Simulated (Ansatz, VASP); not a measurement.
# One calculation of SiC, two programs

```xyz
2
Lattice="0.0145 2.1711 2.1567 2.1711 0.0145 2.1567 2.1856 2.1856 0.0000" Properties=species:S:1:pos:R:3 pbc="T T T"
Si    0.0000    0.0000    0.0032
C     1.0928    1.0928    1.0752
```

Alike in both runs: task single point; functional PBEsol; k mesh 10 × 10 × 10; no spin polarisation.

|  | VASP | Ansatz |
| --- | --- | --- |
| version | VASP 6.6.1 | Ansatz 0.2.0 |
| potentials or method | VASP PAW PBE potentials, release 64 (Si, C) | scalar-relativistic, plane waves, PAW |
| plane-wave cutoff (eV) | 520 | 600 |
| occupations | gaussian, width 0.01 eV | fixed |
| valence electrons in the cell | 8 | 8 |

VASP gave:

```
gap on the k mesh at the Fermi level (eV) : 1.11
least direct gap on the mesh (eV)         : 4.34
```

Problem. Estimate Ansatz's values.

Solution. gap on the k mesh at the Fermi level (eV): 1.12; least direct gap on the mesh (eV): 4.35.

Ansatz warned: «pseudo_functional_mismatch».

 A k mesh can miss the band edges. A hybrid or GW would open this gap; PBEsol tends to underestimate it.
